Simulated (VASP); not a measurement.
# SrO (Fm-3m) in VASP: notebook

The runs below take SrO through single point, with PBE.

All numbers are computed with VASP 6.6.1; they aren't measurements. Logs are shortened: lines on timing, memory, paths and dates and some standing lists are left out, and cuts for length are marked.

## 1. The crystal as given

It takes space group Fm-3m (No. 225, cubic). The conventional cell has a = 5.133 Å, b = 5.133 Å, c = 5.133 Å, α = 90.00°, β = 90.00°, γ = 90.00°. Sr (site symmetry m-3m) is surrounded by 6 O at 2.57 Å. O (site symmetry m-3m) is surrounded by 6 Sr at 2.57 Å.

## 2. Single point, PBE

Contents of INCAR:

```
SYSTEM = SrO
  PREC = Normal
  ENCUT = 900
  EDIFF = 1E-7
  ISMEAR = 0
  SIGMA = 0.05
  LREAL = .FALSE.
  LASPH = .TRUE.
  NELM = 100
  ALGO = Normal
  ISIF = 2
  LWAVE = .FALSE.
  LCHARG = .FALSE.
  GGA = PE
  ADDGRID = .FALSE.
```

Contents of KPOINTS:

```
Automatic mesh
0
G
  11 11 11
  0 0 0
```

Contents of POSCAR:

```
SrO
1.0
    0.0000000000      2.5663000000      2.5663000000
    2.5663000000      0.0000000000      2.5663000000
    2.5663000000      2.5663000000      0.0000000000
Sr O
1 1
Direct
    0.5000000000      0.5000000000      0.5000000000
    0.0000000000      0.0000000000      0.0000000000
```

Potentials or basis: VASP PAW PBE potentials, release 64 (Sr_sv, O_h).

Started as:

```
> cat potpaw_PBE.64/Sr_sv/POTCAR potpaw_PBE.64/O_h/POTCAR > POTCAR
> mpirun -np 1 vasp_std > vasp.out
```

OUTCAR:

```text
SYSTEM = SrO
   PREC = Normal
   ENCUT = 900
   EDIFF = 1E-7
   ISMEAR = 0
   LREAL = .FALSE.
   LASPH = .TRUE.
   NELM = 100
   ISIF = 2
   GGA = PE

 Found     56 irreducible k-points:

 Following reciprocal coordinates:
            Coordinates               Weight
  0.000000  0.000000  0.000000      1.000000
  0.090909  0.000000  0.000000      8.000000
  0.181818  0.000000  0.000000      8.000000
  0.272727  0.000000  0.000000      8.000000
  0.363636  0.000000  0.000000      8.000000
  0.454545  0.000000  0.000000      8.000000
   k-points           NKPTS =     56   k-points in BZ     NKDIM =     56   number of bands    NBANDS=     12
   number of dos      NEDOS =    301   number of ions     NIONS =      2
   total plane-waves  NPLWV =  21952
   dimension x,y,z NGX =    28 NGY =   28 NGZ =   28
   dimension x,y,z NGXF=    56 NGYF=   56 NGZF=   56
   ions per type =               1   1
   NGX,Y,Z   is equivalent  to a cutoff of  12.83, 12.83, 12.83 a.u.
   NGXF,Y,Z  is equivalent  to a cutoff of  25.65, 25.65, 25.65 a.u.
 SYSTEM =  SrO
   PREC   = normal    normal or accurate (medium, high low for compatibility)
   ISTART =      0    job   : 0-new  1-cont  2-samecut
   ICHARG =      2    charge: 1-file 2-atom 10-const
   ISPIN  =      1    spin polarized calculation?
   LNONCOLLINEAR =      F non collinear calculations
   LSORBIT =      F    spin-orbit coupling
   LASPH  =      T    aspherical Exc in radial PAW
   ENCUT  =  900.0 eV  66.15 Ry    8.13 a.u.   8.88  8.88  8.88*2*pi/ulx,y,z
   NELM   =    100;   NELMIN=  2; NELMDL= -5     # of ELM steps
   EDIFF  = 0.1E-06   stopping-criterion for ELM
   LREAL  =      F    real-space projection
   EDIFFG = 0.1E-05   stopping-criterion for IOM
   NSW    =      0    number of steps for IOM
   IBRION =     -1    ionic relax: 0-MD 1-quasi-New 2-CG
   NFREE  =      0    steps in history (QN), initial steepest desc. (CG)
   ISIF   =      2    stress and relaxation
   ISYM   =      2    0-nonsym 1-usesym 2-fastsym
   POTIM  = 0.5000    time-step for ionic-motion
   TEBEG  =    0.0;   TEEND  =   0.0 temperature during run
   PSTRESS=    0.0 pullay stress
   NELECT =      16.0000    total number of electrons
   NUPDOWN=      -1.0000    fix difference up-down
   EMIN   =  10.00;   EMAX   =-10.00  energy-range for DOS
   EFERMI =   0.00;   METHOD = LEGACY
   ISMEAR =     0;   SIGMA  =   0.05  broadening in eV -4-tet -1-fermi 0-gaus
   EFERMI_NEDOS =   21; number of points for ismear=-14 and -15
   IALGO  =     38    algorithm
   IMIX   =      4    mixing-type and parameters
     AMIX     =   0.40;   BMIX     =  1.00
     AMIX_MAG =   1.60;   BMIX_MAG =  1.00
  volume/ion in A,a.u.               =      16.90       114.06
  Fermi-wavevector in a.u.,A,eV,Ry     =   1.275843  2.410995 22.147245  1.627777
  Thomas-Fermi vector in A             =   2.408533
   LORBIT       =      0    0 simple, 1 ext, 2 COOP (PROOUT), +10 PAW based schemes
   GGA     = PE    functional components
   LHFCALC =     F    Hartree Fock is set to
   AEXX    =    0.0000 exact exchange contribution
   IVDW    =     0    specifies the selected vdW correction
   LEPSILON=     F    determine dielectric tensor
   LRPA    =     F    only Hartree local field effects (RPA)
 non-spin polarized calculation
 Gauss-broadening in eV      SIGMA  =   0.05
  energy-cutoff  :      900.00
  volume of cell :       33.80
 maximum number of plane-waves:      2102
   NGX = 17   NGY = 17   NGZ = 17

 number of electron      15.9999995 magnetization

 Free energy of the ion-electron system (eV)
  ---------------------------------------------------
  ext. energy  EPLUGINS =         0.00000000
  ---------------------------------------------------
  free energy    TOTEN  =       -12.04304380 eV

  energy without entropy =      -12.04304380  energy(sigma->0) =      -12.04304380

 E-fermi :   2.1249     XC(G=0): -10.0544

 val. band max:        1.9151229912   @ k =   0.0000   0.0000   0.0000
 cond. band min:       5.2188401987   @ k =   0.4545   0.4545   0.0000
 fundamental gap:      3.3037172075
 Fermi energy:         2.1248532586

 k-point     1 :       0.0000    0.0000    0.0000
  band No.  band energies     occupation
      1     -30.4526      2.00000
      2     -13.1811      2.00000
      3     -12.0850      2.00000
      4     -12.0850      2.00000
      5     -12.0850      2.00000
      6       1.9151      2.00000
      7       1.9151      2.00000
      8       1.9151      2.00000
      9       5.9406      0.00000
     10       8.1406      0.00000
     11       8.1406      0.00000
     12       8.1406      0.00000

 k-point     2 :       0.0909    0.0000    0.0000
  band No.  band energies     occupation
      1     -30.4416      2.00000
      2     -13.3999      2.00000
      3     -12.0917      2.00000
      4     -12.0917      2.00000
      5     -11.8933      2.00000
      6       1.6568      2.00000
      7       1.8054      2.00000
      8       1.8054      2.00000
      9       6.3300      0.00000
     10       8.0473      0.00000
     11       8.3049      0.00000
     12       8.3049      0.00000

 k-point     3 :       0.1818    0.0000    0.0000
  band No.  band energies     occupation
      1     -30.4118      2.00000
      2     -13.8153      2.00000
      3     -12.1095      2.00000
      4     -12.1095      2.00000
      5     -11.5507      2.00000
      6       1.0891      2.00000
      7       1.5312      2.00000
      8       1.5312      2.00000
      9       7.2741      0.00000
     10       7.9341      0.00000
     11       8.7747      0.00000
     12       8.7747      0.00000

 k-point     4 :       0.2727    0.0000    0.0000
  band No.  band energies     occupation
      1     -30.3724      2.00000
      2     -14.2189      2.00000
      3     -12.1326      2.00000
      4     -12.1326      2.00000
      5     -11.2428      2.00000
      6       0.4922      2.00000
      7       1.2074      2.00000
      8       1.2074      2.00000
      9       7.9724      0.00000
     10       8.4763      0.00000
     11       9.4702      0.00000
     12       9.4702      0.00000

 k-point     5 :       0.3636    0.0000    0.0000
  band No.  band energies     occupation
      1     -30.3358      2.00000
      2     -14.5265      2.00000
      3     -12.1535      2.00000
      4     -12.1535      2.00000
      5     -11.0232      2.00000
      6       0.0234      2.00000
      7       0.9374      2.00000
      8       0.9374      2.00000
      9       8.2207      0.00000
     10       9.5931      0.00000
     11      10.2175      0.00000
     12      10.2175      0.00000

 k-point     6 :       0.4545    0.0000    0.0000
  band No.  band energies     occupation
      1     -30.3138      2.00000
      2     -14.6918      2.00000
      3     -12.1658      2.00000
      4     -12.1658      2.00000
      5     -10.9103      2.00000
      6      -0.2314      2.00000
      7       0.7872      2.00000
      8       0.7872      2.00000
      9       8.4558      0.00000
     10      10.3183      0.00000
     11      10.7244      0.00000
     12      10.7244      0.00000

 [... further k-points ...]
[... 5 lines left out ...]
  --------------------------------------------------------------------------------------
  -------------------------------------------------------------------------------------
  Total        0.7746181      0.7746181      0.7746181     -0.0000000      0.0000000      0.0000000
  in kB       36.7152034     36.7152034     36.7152034     -0.0000000      0.0000000      0.0000000
  external PRESSURE =      36.7152034 kB  Pullay stress =       0.0000000 kB

 VOLUME and BASIS-vectors are now :
 -----------------------------------------------------------------------------
  energy-cutoff  :      900.00
  volume of cell :       33.80
      direct lattice vectors                 reciprocal lattice vectors
     0.000000000  2.566300000  2.566300000    -0.194833028  0.194833028  0.194833028
     2.566300000  0.000000000  2.566300000     0.194833028 -0.194833028  0.194833028
     2.566300000  2.566300000  0.000000000     0.194833028  0.194833028 -0.194833028

 POSITION                                       TOTAL-FORCE (eV/Angst)
 -----------------------------------------------------------------------------------
      2.56630      2.56630      2.56630         0.000000     -0.000000     -0.000000
      0.00000      0.00000      0.00000        -0.000000      0.000000      0.000000
 -----------------------------------------------------------------------------------
    total drift:                                0.000000      0.000000      0.000000

  FREE ENERGIE OF THE ION-ELECTRON SYSTEM (eV)
  ---------------------------------------------------
  free  energy   TOTEN  =       -12.0430437994 eV

  energy  without entropy=      -12.0430437994  energy(sigma->0) =      -12.04304380
```

It took 50 s on 1 thread of Intel Xeon Platinum 8375C at 2.90GHz (Ice Lake), shared host; peak memory 0.2 GiB.

The run converged, but some of its settings lie outside the range that counts as converged, so its numbers aren't taken as properties of the crystal.

Results:

| Property | Result |
| --- | --- |
| Free energy | -12.0430 eV |
| Pressure | 3.7 GPa |
| Band gap on the k mesh | 3.30 eV, indirect (least direct gap 3.39 eV) |

Caveat: the cutoff is under 1.25 times the usual one of these potentials, so pressure, stress and relaxed cells hold a basis-set (Pulay) error; an odd mesh through Γ misses points on the zone boundary, where band edges often lie.

## 3. Single point, PBE

Changes to INCAR since step 2:

```diff
@@ -1,3 +1,3 @@
 SYSTEM = SrO
-  PREC = Normal
+  PREC = Accurate
   ENCUT = 900
@@ -6,3 +6,3 @@
   SIGMA = 0.05
-  LREAL = .FALSE.
+  LREAL = Auto
   LASPH = .TRUE.
```

KPOINTS is that of step 2.

POSCAR is that of step 2.

Potentials or basis: VASP PAW PBE potentials, release 64 (Sr_sv, O_h).

Started as:

```
> cat potpaw_PBE.64/Sr_sv/POTCAR potpaw_PBE.64/O_h/POTCAR > POTCAR
> mpirun -np 1 vasp_std > vasp.out
```

Wall time 2.4 min (1 thread of Intel Xeon Platinum 8375C at 2.90GHz (Ice Lake), shared host); peak memory 0.22 GiB.

The run converged, but some of its settings lie outside the range that counts as converged, so its numbers aren't taken as properties of the crystal.

What came out:

| Quantity | Value |
| --- | --- |
| Free energy | -12.0443 eV |
| Pressure | 3.7 GPa |
| Band gap on the k mesh | 3.30 eV, indirect (least direct gap 3.39 eV) |

Caveat: the cutoff is under 1.25 times the usual one of these potentials, so pressure, stress and relaxed cells hold a basis-set (Pulay) error; an odd mesh through Γ misses points on the zone boundary, where band edges often lie.

## 4. Single point, PBE

Changes to INCAR since step 3:

```diff
@@ -3,6 +3,6 @@
   ENCUT = 900
-  EDIFF = 1E-7
+  EDIFF = 1E-5
   ISMEAR = 0
   SIGMA = 0.05
-  LREAL = Auto
+  LREAL = .FALSE.
   LASPH = .TRUE.
```

KPOINTS is that of step 3.

POSCAR is that of step 3.

Started as:

```
> cat potpaw_PBE.64/Sr_sv/POTCAR potpaw_PBE.64/O_h/POTCAR > POTCAR
> mpirun -np 1 vasp_std > vasp.out
```

It took 63 s on 1 thread of Intel Xeon Platinum 8375C at 2.90GHz (Ice Lake), shared host; peak memory 0.23 GiB.

The run converged, but some of its settings lie outside the range that counts as converged, so its numbers aren't taken as properties of the crystal.

Results:

```
Free energy            : -12.0431 eV
Pressure               : 3.7 GPa
Band gap on the k mesh : 3.30 eV, indirect (least direct gap 3.39 eV)
```

Caveat: the cutoff is under 1.25 times the usual one of these potentials, so pressure, stress and relaxed cells hold a basis-set (Pulay) error; an odd mesh through Γ misses points on the zone boundary, where band edges often lie.

## 5. The reference run

An earlier run on the cell as given: functional PBEsol; potentials or basis VASP PAW PBE potentials, release 64 (Sr_sv, O); cutoff 520 eV; k mesh 9 × 9 × 9; occupations fermi-dirac, width 0.05 eV; no spin polarisation.

- Pressure: 0.1 GPa
- Band gap on the k mesh: 3.21 eV, indirect (least direct gap 3.30 eV)
